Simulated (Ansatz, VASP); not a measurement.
Mg in VASP and in Ansatz

The input POSCAR:

```
Mg
1.0
    0.0000000000      2.2442560000      2.2442560000
    2.2442560000      0.0000000000      2.2442560000
    2.2442560000      2.2442560000      0.0000000000
Mg
1
Direct
    0.0000000000      0.0000000000      0.0000000000
```

INCAR.step1

```
SYSTEM = Mg
  ALGO = Normal
  EDIFF = 1E-4
  ENCUT = 520
  GGA = PE
  ISMEAR = 0
  LASPH = .True.
  LCHARG = .False.
  LREAL = .False.
  LWAVE = .True.
  NBANDS = 7
  NELM = 80
  PREC = Accurate
  SIGMA = 0.15
```

The input INCAR.step2:

```
SYSTEM = Mg
  ALGO = Normal
  EDIFF = 1E-7
  ENCUT = 520
  ISIF = 2
  ISMEAR = 0
  ISTART = 1
  LASPH = .True.
  LCHARG = .True.
  LELF = .True.
  LMIXTAU = .True.
  LREAL = .False.
  LVHAR = .True.
  LWAVE = .False.
  METAGGA = R2SCAN
  NBANDS = 7
  NELM = 80
  PREC = Accurate
  SIGMA = 0.15
```

File KPOINTS:

```
k-points
0
Gamma
  18 18 18
  0 0 0
```

Input for Ansatz:

```yaml
crystal:
  lattice:
    - [0.0, 2.244256, 2.244256]
    - [2.244256, 0.0, 2.244256]
    - [2.244256, 2.244256, 0.0]
  atoms:
    - { symbol: Mg, position: [0.0, 0.0, 0.0] }
basis:
  ecutwfc: 500
kpoints:
  mp_grid: { grid: [18, 18, 18] }
hamiltonian:
  xc: r2scan
scf:
  occupations: { method: gaussian, width: 0.15 }
output:
  forces: true
  stress: true
  eigenvalues: true
```

This isn't the form of Mg at room conditions, which is hcp.

Alike in both runs: task single point; functional r2SCAN; k mesh 18 × 18 × 18; occupations gaussian, width 0.15 eV; no spin polarisation.

|  | VASP | Ansatz |
| --- | --- | --- |
| version | VASP 6.6.1 | Ansatz 0.2.0 |
| potentials or method | VASP PAW PBE potentials, release 64 (Mg) | scalar-relativistic, plane waves, PAW |
| plane-wave cutoff (eV) | 520 | 500 |
| valence electrons in the cell | 2 | 10 |

```tsv
	VASP	Ansatz	Ansatz less VASP
gap on the k mesh at the Fermi level (eV)	none	none	-
pressure (GPa)	0.0	0.2	+0.27
```

A gap of «none» marks a metal or a gap that the smearing closes. With one functional, cell and mesh, what is left measures potentials, basis and numerics. The two sets of potentials don't hold the same shells in valence.

Caveats: the PAW data sets were made with another functional, which shifts forces and pressure a little (VASP).
